RPBE looks wrong here: it gives platinum a smaller volume than PBE does, although without a dispersion term it is known to give a larger one. Its close relative revPBE shows the same reversal. Every row, however, combines a gradient functional with its own D4 dispersion correction, and the volume belongs to the pair.

ABINIT 10.8.3 plane-wave DFT with D4 dispersion for fcc platinum, using JTH PAW PBE v2.0 datasets, a 12 × 12 × 12 k mesh and Fermi-Dirac smearing of 0.05 eV, without spin polarisation or spin-orbit coupling. Volumes and bulk moduli come from fits to energies at seven volumes; the given cell has 15.08 Å³/atom.

```csv
functional,wave cutoff,equilibrium volume (Å³/atom),equilibrium volume change (% of the given cell),bulk modulus (GPa),bulk modulus slope
PBE,544.228 eV,15.264,1.220,272.4,5.920
PBEsol,435.382 eV,14.902,-1.180,306.4,7.110
revPBE,544.228 eV,15.151,0.470,281.6,4.090
RPBE,544.228 eV,15.106,0.170,280.4,6.540
BLYP,544.228 eV,15.687,4.030,249.2,5.070
AM05,435.382 eV,14.800,-1.860,303.9,5.430
BP86,435.382 eV,15.046,-0.230,287.2,4.070
PW91,435.382 eV,15.411,2.200,265.9,5.610
```

**Two opposing pulls on the lattice**

When the crystal expands, the electron density between the atoms becomes thinner and less even. Exchange that responds strongly to density gradients favours this state and so pushes the lattice outwards. PBEsol and AM05 weaken that preference, and they give the two smallest volumes. Dispersion attraction grows as atoms approach, so D4 pulls inwards, with a damping adjusted to each functional. This is the argument from theory; the energies here show only the net effect of both pulls.

Two limiting cases show how that net effect acts. If two functionals differed by the same energy at every volume, their minima would coincide, however large the difference. If the difference changed in proportion to volume, it would act as a constant pressure and shift the minimum. The calculations combine the two cases. Total energies at the given volume spread over 3.7 eV per atom, but most of this is a constant offset that moves no minimum. What places the minima is a spread of only 0.18 eV in how the energy changes across the sampled volumes, and this smaller part varies roughly in proportion to volume.

**From pressure to volume**

Let $P$ be the extra outward pressure of a functional relative to PBE, averaged over the sampled volumes. The lattice expands, or shrinks where $P$ is negative, until its own resistance balances $P$. For a small shift this gives

$$V \approx V_{\mathrm{PBE}}\left(1+\frac{P}{B_{\mathrm{PBE}}}\right),$$

where $V$ is the equilibrium volume and $B$ the bulk modulus, the resistance to uniform compression.

BLYP serves as the worked case. Its energy curves give $P = 7.3$ GPa, so the shift is $15.26 \times 7.3/272.4 = 0.41$ Å³ per atom, against 0.42 in the table. No constant was adjusted, but $P$ comes from the same energies that fix the BLYP minimum. The agreement therefore shows that a single pressure is enough to place the minimum; it is not an independent prediction.

The same estimate places all the other volumes to within 0.04 Å³. It is worst for AM05, the most compressed crystal, which it makes too small. The likely main reason is that the formula keeps the stiffness of PBE, whereas a metal stiffens as it is compressed. Another functional with D4 can be placed in the same way: if its energy falls faster on expansion than that of PBE, its crystal will be larger.

**Why the larger crystal is softer**

BLYP has the largest volume and the lowest bulk modulus, 249 GPa, while AM05 has the smallest volume and 304 GPa. BLYP might therefore seem to describe weaker bonds. At the same given volume the order reverses: BLYP comes out at about 305 GPa and AM05 at about 278. BLYP platinum is soft because it is measured in a stretched lattice, where the restoring forces are weaker. Two pairs of neighbours in volume, AM05 with PBEsol and RPBE with revPBE, run against the general fall of the tabulated bulk moduli, but by differences too small to rank.

The reversal also shows that the extra pressure is not quite constant. Relative to PBE, the push or pull of each functional fades as the crystal expands. A fading push adds resistance to further expansion, which offsets part of the softening.

As a consistency check within the same energies, each functional's stiffness at the given volume was carried to its own minimum with $B\propto V^{-B'}$. Here $B'$ is the bulk modulus slope, the rate at which $B$ rises with pressure, set to the median of the table for every row. The typical error against the tabulated bulk moduli is 4 GPa, compared with 10 GPa if all functionals share the PBE stiffness curve. The printed output gives both comparisons row by row. The individual slopes carry no trend: the similar functionals revPBE and RPBE give 4.1 and 6.5, a sign of how sensitive this quantity is to small unevenness in the energies.

**The irregular rows**

PBE, revPBE and RPBE share one wave cutoff, so a difference in cutoff does not explain their reversed order. A stronger inward pull from D4 is the probable cause, but without energies free of D4 its size remains unknown. Because every volume here includes D4, RPBE's result, only 0.17% above the given cell, is no evidence that RPBE alone describes platinum well. Spin-orbit coupling, which matters for so heavy an element, is missing as well, and every functional uses potentials made for PBE. The pressures that the runs report directly lie below those that follow from their energy curves, a sign that the plane-wave basis is not complete. The volumes and $P$ are therefore taken from the energies, and how far they depend on the cutoff is untested.

PW91 lies 0.15 Å³ above PBE, although the two functionals nearly coincide without dispersion. BLYP lies 0.64 Å³ above BP86, although both use the same exchange. The correlation part of BLYP misses the limit of a uniform electron gas, a known weakness for metals, and may account for much of that gap. In both pairs, however, D4 and the cutoff change along with the functional, so these calculations cannot divide the difference among them.

Numerical output:

```
Volume from one extra pressure per functional:
     row  extra pressure against PBE (GPa)  volume less PBE (A^3)  model volume (A^3)  model less table (A^3)
     PBE                                 0                      0               15.26                       0
  PBEsol                            -6.693                 -0.362               14.89                -0.01304
  revPBE                            -2.424                 -0.113               15.13                -0.02282
    RPBE                            -2.863                 -0.158                15.1               -0.002408
    BLYP                             7.319                  0.423               15.67                -0.01287
    AM05                            -8.957                 -0.464               14.76                -0.03791
    BP86                            -4.407                 -0.218               15.02                -0.02893
    PW91                             2.673                  0.147               15.41                0.002796
Largest miss of the model volume (A^3/atom): 0.03791
Spread of total energies at the given volume (eV/atom): 3.651
Spread of the energy change across the sampled volumes (eV/atom): 0.1838
Bulk modulus at a common volume and at each minimum:
     row  at given volume (GPa)  carried to own minimum (GPa)  miss (GPa)  miss of single PBE curve (GPa)
     PBE                  296.9                         277.7       5.276                               0
  PBEsol                  288.2                         307.7       1.258                            4.59
  revPBE                  287.1                         279.7      -1.888                           2.205
    RPBE                  289.1                         286.4       5.951                           8.104
    BLYP                  305.4                         245.6       -3.62                          -14.95
    AM05                  277.9                         308.1       4.241                           19.11
    BP86                  286.7                         290.3       3.082                           7.712
    PW91                  303.8                         269.5       3.559                          -7.537
Median bulk modulus slope used for all rows: 5.52
Overstatement of common-volume stiffness by the finite step (%): 1.471
Rms miss with own stiffness carried to own minimum (GPa): 3.9
Rms miss with the single PBE curve (GPa): 9.978
Spread of volume from smallest to largest (%): 5.993
Fall of bulk modulus from highest to lowest (%): 18.67
BLYP less BP86 volume (A^3/atom): 0.641
Volume spread within the 435 eV rows (A^3/atom): 0.611
Volume spread within the 544 eV rows (A^3/atom): 0.581
```
